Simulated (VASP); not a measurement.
# LiF in VASP 6.6.1, single-point calculation

INCAR

```
LREAL = .FALSE.
LWAVE = .FALSE.
IBRION = -1
SIGMA = 0.02
GGA = AM
LASPH = .TRUE.
PREC = Single
NBANDS = 12
LCHARG = .FALSE.
EDIFF = 1E-7
NSW = 0
ISMEAR = -1
ENCUT = 520
ISIF = 2
NELM = 65
```

KPOINTS

```
KPOINTS created by Atomic Simulation Environment
0
Gamma
10 10 10
0 0 0
```

POSCAR

```
Li F
 1.0000000000000000
    -0.0670353019000000    2.0000507985999998    2.0000507985999998
     2.0000507985999998   -0.0670353019000000    2.0000507985999998
     2.0000507985999998    2.0000507985999998   -0.0670353019000000
 Li  F
   1   1
Cartesian
  0.0000000000000000  0.0000000000000000  0.0000000000000000
  1.9665331476499994  1.9665331476499994  1.9665331476499994
```

The recommended PBE PAW datasets give the neutral cell 10 valence electrons.

Command

```
mpirun -np 1 vasp_std
```

How does this run end, and what does it give?

It converged. Results: gap between bands v and c on the k mesh 8.68 eV; least direct gap on the k mesh 8.68 eV; pressure -1.5 GPa. Band v is the last that the valence electrons fill when counted band by band, and c is the next.

OSZICAR

```
N       E                     dE             d eps       ncg     rms          rms(c)
DAV:   1     0.312196263994E+02    0.31220E+02   -0.53696E+03  2864   0.843E+02
DAV:   2    -0.889012012610E+01   -0.40110E+02   -0.39047E+02  3364   0.184E+02
DAV:   3    -0.997475180943E+01   -0.10846E+01   -0.10814E+01  3696   0.264E+01
DAV:   4    -0.998624894432E+01   -0.11497E-01   -0.11497E-01  3140   0.297E+00
DAV:   5    -0.998639798904E+01   -0.14904E-03   -0.14904E-03  3620   0.248E-01    0.409E+00
DAV:   6    -0.956987568887E+01    0.41652E+00   -0.20110E+00  3172   0.875E+00    0.145E+00
DAV:   7    -0.957295171312E+01   -0.30760E-02   -0.17345E-02  3708   0.119E+00    0.875E-01
DAV:   8    -0.958015896403E+01   -0.72073E-02   -0.17576E-02  3376   0.138E+00    0.116E-01
DAV:   9    -0.958025120202E+01   -0.92238E-04   -0.15063E-03  3268   0.345E-01    0.480E-02
DAV:  10    -0.958035655307E+01   -0.10535E-03   -0.20849E-04  3252   0.106E-01    0.146E-02
DAV:  11    -0.958035493906E+01    0.16140E-05   -0.10854E-05  3484   0.315E-02    0.323E-03
DAV:  12    -0.958035521298E+01   -0.27391E-06   -0.16285E-06  3256   0.119E-02    0.128E-03
DAV:  13    -0.958035519408E+01    0.18897E-07   -0.11493E-07  2476   0.257E-03
   1 F= -.95803552E+01 E0= -.95803552E+01  d E =-.411308E-13
```

For comparison, a separate PBE run of the intended cell, on usual settings and not on those above, gives a gap of 8.67 eV on its mesh and a pressure of -0.3 GPa.
